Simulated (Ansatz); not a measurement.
**Moving the functional in ZnCu2SnS4**

```
Sn Zn Cu S
1.0
    -2.71710    2.71710    5.42480
     2.71710   -2.71710    5.42480
     2.71710    2.71710   -5.42480
Sn Zn Cu S
1 1 2 4
Direct
  0.50000 0.50000 0.00000
  0.25000 0.75000 0.50000
  0.75000 0.25000 0.50000
  0.00000 0.00000 0.00000
  0.62799 0.62839 0.51280
  0.88481 0.37201 0.00040
  0.11559 0.11519 0.48720
  0.37161 0.88441 0.99960
```

The cell comes from a database or a generator and needn't be the form met in nature.

Kept alike: task band structure; k mesh 7 × 7 × 7; occupations fermi-dirac, width 0.05 eV; no spin polarisation. Program: Ansatz, all-electron LAPW, scalar-relativistic. The mesh is that of the run's cell of 8 atoms. No spin-orbit coupling.

| functional | band gap (eV) | pressure (GPa) |
| --- | --- | --- |
| LDA | 0.187 | -4.07 |
| PBE | 0.294 | 2.08 |
| PBEsol | 0.233 | -1.65 |

Pressure is positive in compression. Gaps are the smaller of the mesh's and the band path's.

The band gap runs from 0.187 (LDA) to 0.294 eV (PBE). From PBE: LDA -0.107; PBEsol -0.061. The pressure runs from -4.07 (LDA) to 2.08 GPa (PBE). From PBE: LDA -6.15; PBEsol -3.73.
